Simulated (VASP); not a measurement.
# Ag: molecular dynamics of the melt

Ag, P6_3/mmc (no. 194), 24 atoms in the cell. PBEsol, molecular dynamics; PAW potentials Ag (PBE set).

Ensemble: NVT; Target temperature (K): 1360; Tags of the pair correlation: defaults; Volume scaled by: 1.08.

## Input

INCAR.step1:
```
SYSTEM = Ag
ALGO = Fast
EDIFF = 1E-5
ENCUT = 250
GGA = PS
IBRION = 0
ISIF = 2
ISMEAR = -1
ISYM = 0
LASPH = .TRUE.
LCHARG = .FALSE.
LREAL = Auto
LWAVE = .FALSE.
MDALGO = 0
NBLOCK = 5
NCORE = 4
NELM = 60
NELMIN = 4
NSW = 150
POTIM = 4.0
PREC = Normal
RANDOM_SEED = 956985 0 0
SIGMA = 0.117
SMASS = -1
TEBEG = 2720
TEEND = 2720
```

INCAR.step2, as INCAR.step1 but for:
```
- NSW = 150
- TEEND = 2720
+ NSW = 100
+ TEEND = 1360
```

INCAR.step3, as INCAR.step2 but for:
```
- MDALGO = 0
- NBLOCK = 5
- NSW = 100
- SMASS = -1
- TEBEG = 2720
+ MDALGO = 2
+ NSW = 400
+ SMASS = 0
+ TEBEG = 1360
```

KPOINTS:
```
k-points
0
Monkhorst-Pack
  1 2 1
```

POSCAR.step1:
```
Ag
1.0
    9.0184131428      0.0000000000      0.0000000000
   -3.0061377143      5.2067832557      0.0000000000
    0.0000000000      0.0000000000      9.8289417415
Ag
24
Direct
    0.2222222222      0.1666666666      0.3750000000
    0.2222222222      0.1666666666      0.8750000000
    0.2222222222      0.6666666666      0.3750000000
    0.2222222222      0.6666666666      0.8750000000
    0.5555555556      0.1666666666      0.3750000000
    0.5555555556      0.1666666666      0.8750000000
    0.5555555556      0.6666666666      0.3750000000
    0.5555555556      0.6666666666      0.8750000000
    0.8888888889      0.1666666666      0.3750000000
    0.8888888889      0.1666666666      0.8750000000
    0.8888888889      0.6666666666      0.3750000000
    0.8888888889      0.6666666666      0.8750000000
    0.1111111111      0.3333333334      0.1250000000
    0.1111111111      0.3333333334      0.6250000000
    0.1111111111      0.8333333333      0.1250000000
    0.1111111111      0.8333333333      0.6250000000
    0.4444444444      0.3333333334      0.1250000000
    0.4444444444      0.3333333334      0.6250000000
    0.4444444444      0.8333333333      0.1250000000
    0.4444444444      0.8333333333      0.6250000000
    0.7777777778      0.3333333334      0.1250000000
    0.7777777778      0.3333333334      0.6250000000
    0.7777777778      0.8333333333      0.1250000000
    0.7777777778      0.8333333333      0.6250000000
```

Commands (each step's output is kept before the next begins):
```
cat potpaw_PBE.64/Ag/POTCAR > POTCAR
cp INCAR.step1 INCAR
cp POSCAR.step1 POSCAR
mpirun -np 4 vasp_std > vasp.out
cp CONTCAR POSCAR
cp INCAR.step2 INCAR
mpirun -np 4 vasp_std > vasp.out
cp CONTCAR POSCAR
cp INCAR.step3 INCAR
mpirun -np 4 vasp_std > vasp.out
```

## Result

- First-shell coordination: Ag-Ag 13.3
- Mean pressure (GPa): -5.58
- Mean temperature (K): 1364
- Rise of the mean potential energy above the start (meV/atom): -102.0
- Electronic steps per ionic step after the first: 4.6

Course of the run:

| Time (fs) | Temperature (K) | Potential energy less the first (meV/atom) |
|---|---|---|
| 4 | 1206 | 0.0 |
| 124 | 1438 | -50.0 |
| 244 | 1491 | -16.4 |
| 368 | 1294 | -52.0 |
| 500 | 1468 | -107.7 |
| 620 | 1370 | -117.5 |
| 740 | 1269 | -79.6 |
| 864 | 1839 | -94.9 |
| 984 | 1531 | -199.9 |
| 1104 | 1306 | -167.2 |
| 1236 | 1460 | -66.4 |
| 1360 | 1265 | -129.6 |
| 1480 | 1177 | -112.0 |
| 1600 | 1298 | -102.1 |

First peak of the pair correlation:

| Pair | Distance (Å) | Height | First minimum (Å) | Coordination |
|---|---|---|---|---|
| Ag-Ag | 2.91 | 2.75 | 3.95 | 13.3 |

Mean square displacement (Å²):

| Time (fs) | Ag |
|---|---|
| 4 | 0.00 |
| 72 | 0.13 |
| 144 | 0.35 |
| 212 | 0.49 |
| 280 | 0.61 |
| 352 | 0.72 |
| 420 | 0.82 |
| 488 | 0.90 |
| 560 | 1.00 |
| 628 | 1.11 |

REPORT:
```
MDALGO =   2
               SCALING =       0
                 CNEXP =     9.000   14.000
           RANDOM_SEED =            956985                0                0

   original number of atomic DOF:         69
   number of independent constraints:      0
   number of active DOF:                  69

========================================
         MD step No.       1
========================================

  >Energies
                    E_tot             E_pot             E_kin               EPS                ES
   e_b>   -0.60337559E+02   -0.72009364E+02    0.35852499E+01    0.00000000E+00    0.80865547E+01

  >Temperature
               T_sim     T_inst
   tmprt>   1360.000   1205.938

  >Thermostat:
           s(n+1) sdot(n+1)      s(n)   sdot(n)        Qs
   s_b>   0.99926  -0.00147   1.00000   0.00000   1.24416

           RANDOM_SEED =            956985                0                0

[... steps left out ...]

========================================
         MD step No.     400
========================================

  >Energies
                    E_tot             E_pot             E_kin               EPS                ES
   e_b>   -0.60182996E+02   -0.74459397E+02    0.38581626E+01    0.31480620E-01    0.10386758E+02

  >Temperature
               T_sim     T_inst
   tmprt>   1360.000   1297.735

  >Thermostat:
           s(n+1) sdot(n+1)      s(n)   sdot(n)        Qs
   s_b>   1.29400   0.00931   1.28445   0.00980   1.24416

           RANDOM_SEED =            956985                0                0
```

REPORT.step1:
```
RANDOM_SEED =            956985                0                0

           RANDOM_SEED =            956985                0                0

           RANDOM_SEED =            956985                0                0

           RANDOM_SEED =            956985                0                0

           RANDOM_SEED =            956985                0                0

           RANDOM_SEED =            956985                0                0

           RANDOM_SEED =            956985                0                0

           RANDOM_SEED =            956985                0                0

           RANDOM_SEED =            956985                0                0

           RANDOM_SEED =            956985                0                0

           RANDOM_SEED =            956985                0                0

           RANDOM_SEED =            956985                0                0

           RANDOM_SEED =            956985                0                0

           RANDOM_SEED =            956985                0                0

           RANDOM_SEED =            956985                0                0

[... 9 lines left out ...]

           RANDOM_SEED =            956985                0                0

           RANDOM_SEED =            956985                0                0

           RANDOM_SEED =            956985                0                0

           RANDOM_SEED =            956985                0                0

           RANDOM_SEED =            956985                0                0

           RANDOM_SEED =            956985                0                0

           RANDOM_SEED =            956985                0                0

           RANDOM_SEED =            956985                0                0

           RANDOM_SEED =            956985                0                0

           RANDOM_SEED =            956985                0                0

           RANDOM_SEED =            956985                0                0
```

REPORT.step2:
```
RANDOM_SEED =            956985                0                0

           RANDOM_SEED =            956985                0                0

           RANDOM_SEED =            956985                0                0

           RANDOM_SEED =            956985                0                0

           RANDOM_SEED =            956985                0                0

           RANDOM_SEED =            956985                0                0

           RANDOM_SEED =            956985                0                0

           RANDOM_SEED =            956985                0                0

           RANDOM_SEED =            956985                0                0

           RANDOM_SEED =            956985                0                0

           RANDOM_SEED =            956985                0                0

           RANDOM_SEED =            956985                0                0

           RANDOM_SEED =            956985                0                0

           RANDOM_SEED =            956985                0                0

           RANDOM_SEED =            956985                0                0

           RANDOM_SEED =            956985                0                0

           RANDOM_SEED =            956985                0                0

           RANDOM_SEED =            956985                0                0

           RANDOM_SEED =            956985                0                0

           RANDOM_SEED =            956985                0                0

           RANDOM_SEED =            956985                0                0
```

OSZICAR:
```
N       E                     dE             d eps       ncg     rms          rms(c)
DAV:   1     0.118199252016E+04    0.11820E+04   -0.88006E+04   316   0.924E+02
DAV:   2    -0.366126414596E+02   -0.12186E+04   -0.11562E+04   330   0.263E+02
DAV:   3    -0.785715764359E+02   -0.41959E+02   -0.41260E+02   330   0.495E+01
DAV:   4    -0.789577726166E+02   -0.38620E+00   -0.38492E+00   352   0.455E+00
DAV:   5    -0.789615695662E+02   -0.37969E-02   -0.37961E-02   336   0.478E-01    0.258E+01
RMM:   6    -0.722425134361E+02    0.67191E+01   -0.23627E+01   316   0.141E+01    0.156E+01
RMM:   7    -0.720741265820E+02    0.16839E+00   -0.14487E+00   316   0.229E+00    0.847E+00
RMM:   8    -0.720127370420E+02    0.61390E-01   -0.17337E-01   316   0.124E+00    0.821E-01
RMM:   9    -0.720091953798E+02    0.35417E-02   -0.30934E-02   316   0.463E-01    0.134E-01
RMM:  10    -0.720093293051E+02   -0.13393E-03   -0.46676E-03   316   0.121E-01    0.893E-02
RMM:  11    -0.720093549597E+02   -0.25655E-04   -0.53112E-04   317   0.574E-02    0.371E-02
RMM:  12    -0.720093641509E+02   -0.91912E-05   -0.11378E-04   315   0.245E-02    0.132E-02
[... left out ...]
    399 T=  1288. E= -.60182909E+02 F= -.74352828E+02 E0= -.74152651E+02  EK= 0.38294E+01 SP= 0.10E+02 SK= 0.35E-01
[... last step whole ...]
       N       E                     dE             d eps       ncg     rms          rms(c)
DAV:   1    -0.744585770488E+02   -0.10575E+00   -0.47457E-02   352   0.164E+00    0.718E-02
RMM:   2    -0.744593480243E+02   -0.77098E-03   -0.78103E-03   316   0.285E-01    0.396E-02
RMM:   3    -0.744593868610E+02   -0.38837E-04   -0.54988E-04   316   0.669E-02    0.159E-02
RMM:   4    -0.744593962609E+02   -0.93999E-05   -0.10146E-04   315   0.261E-02    0.185E-02
RMM:   5    -0.744593974092E+02   -0.11483E-05   -0.21527E-05   171   0.125E-02
    400 T=  1298. E= -.60182996E+02 F= -.74459397E+02 E0= -.74260013E+02  EK= 0.38582E+01 SP= 0.10E+02 SK= 0.31E-01
```

OSZICAR.step1:
```
N       E                     dE             d eps       ncg     rms          rms(c)
DAV:   1     0.115986330965E+04    0.11599E+04   -0.87914E+04   316   0.922E+02
DAV:   2    -0.468773142537E+02   -0.12067E+04   -0.11481E+04   338   0.262E+02
DAV:   3    -0.856308573792E+02   -0.38754E+02   -0.38142E+02   336   0.469E+01
DAV:   4    -0.859443312266E+02   -0.31347E+00   -0.31301E+00   336   0.411E+00
DAV:   5    -0.859472697851E+02   -0.29386E-02   -0.29384E-02   328   0.402E-01    0.198E+01
RMM:   6    -0.789484869352E+02    0.69988E+01   -0.26340E+01   316   0.148E+01    0.118E+01
RMM:   7    -0.788917773978E+02    0.56710E-01   -0.10616E+00   316   0.174E+00    0.745E+00
RMM:   8    -0.788309149004E+02    0.60862E-01   -0.64629E-02   316   0.779E-01    0.788E-01
RMM:   9    -0.788290782647E+02    0.18366E-02   -0.16654E-02   316   0.328E-01    0.733E-02
RMM:  10    -0.788292601583E+02   -0.18189E-03   -0.16269E-03   316   0.743E-02    0.346E-02
RMM:  11    -0.788292878099E+02   -0.27652E-04   -0.27191E-04   302   0.364E-02    0.492E-02
RMM:  12    -0.788292886083E+02   -0.79843E-06   -0.79200E-05   277   0.230E-02
[... left out ...]
    149 T=  2625. E= -.61036925E+02 F= -.68840703E+02 E0= -.68639026E+02  EK= 0.78038E+01 SP= 0.00E+00 SK= 0.00E+00
[... last step whole ...]
       N       E                     dE             d eps       ncg     rms          rms(c)
DAV:   1    -0.687183098966E+02    0.12239E+00   -0.26987E-01   344   0.308E+00    0.214E-01
RMM:   2    -0.687212013284E+02   -0.28914E-02   -0.29179E-02   316   0.570E-01    0.679E-02
RMM:   3    -0.687213722923E+02   -0.17096E-03   -0.20734E-03   316   0.121E-01    0.553E-02
RMM:   4    -0.687214091708E+02   -0.36878E-04   -0.38904E-04   316   0.485E-02    0.377E-02
RMM:   5    -0.687214168027E+02   -0.76319E-05   -0.85073E-05   316   0.232E-02
    150 T=  2585. E= -.61034974E+02 F= -.68721417E+02 E0= -.68522243E+02  EK= 0.76864E+01 SP= 0.00E+00 SK= 0.00E+00
```

OSZICAR.step2:
```
N       E                     dE             d eps       ncg     rms          rms(c)
DAV:   1     0.119395252638E+04    0.11940E+04   -0.88192E+04   316   0.921E+02
DAV:   2    -0.328144186139E+02   -0.12268E+04   -0.11604E+04   330   0.264E+02
DAV:   3    -0.751675267223E+02   -0.42353E+02   -0.41693E+02   330   0.506E+01
DAV:   4    -0.755349883569E+02   -0.36746E+00   -0.36641E+00   344   0.459E+00
DAV:   5    -0.755390754166E+02   -0.40871E-02   -0.40869E-02   330   0.503E-01    0.297E+01
RMM:   6    -0.689234040496E+02    0.66157E+01   -0.22500E+01   316   0.138E+01    0.179E+01
RMM:   7    -0.686913120327E+02    0.23209E+00   -0.16170E+00   316   0.253E+00    0.875E+00
RMM:   8    -0.686298832297E+02    0.61429E-01   -0.19538E-01   316   0.134E+00    0.770E-01
RMM:   9    -0.686272041396E+02    0.26791E-02   -0.27521E-02   316   0.437E-01    0.156E-01
RMM:  10    -0.686272177235E+02   -0.13584E-04   -0.44041E-03   317   0.127E-01    0.102E-01
RMM:  11    -0.686272475545E+02   -0.29831E-04   -0.61791E-04   316   0.597E-02    0.319E-02
RMM:  12    -0.686272532904E+02   -0.57359E-05   -0.11024E-04   316   0.252E-02    0.157E-02
[... left out ...]
     99 T=  1276. E= -.68425491E+02 F= -.72219826E+02 E0= -.72030849E+02  EK= 0.37943E+01 SP= 0.00E+00 SK= 0.00E+00
[... last step whole ...]
       N       E                     dE             d eps       ncg     rms          rms(c)
DAV:   1    -0.720989821178E+02    0.12084E+00   -0.59679E-02   360   0.179E+00    0.134E-01
RMM:   2    -0.720999060785E+02   -0.92396E-03   -0.96063E-03   316   0.323E-01    0.446E-02
RMM:   3    -0.720999540506E+02   -0.47972E-04   -0.65329E-04   316   0.731E-02    0.181E-02
RMM:   4    -0.720999657546E+02   -0.11704E-04   -0.12388E-04   316   0.291E-02    0.967E-03
RMM:   5    -0.720999682854E+02   -0.25307E-05   -0.26192E-05   176   0.136E-02
    100 T=  1236. E= -.68424642E+02 F= -.72099968E+02 E0= -.71911861E+02  EK= 0.36753E+01 SP= 0.00E+00 SK= 0.00E+00
```

Limits: 1600 fs of 24 atoms are too short for converged averages; the cutoff is near the potentials' default, so the pressure holds a basis-set error of some GPa; the cell is only 5.2 Å across, so each atom moves in step with near copies of itself.

VASP 6.6.1 took 2171 s on 4 cores (AMD EPYC 9R45 (Zen 5)), a shared host.
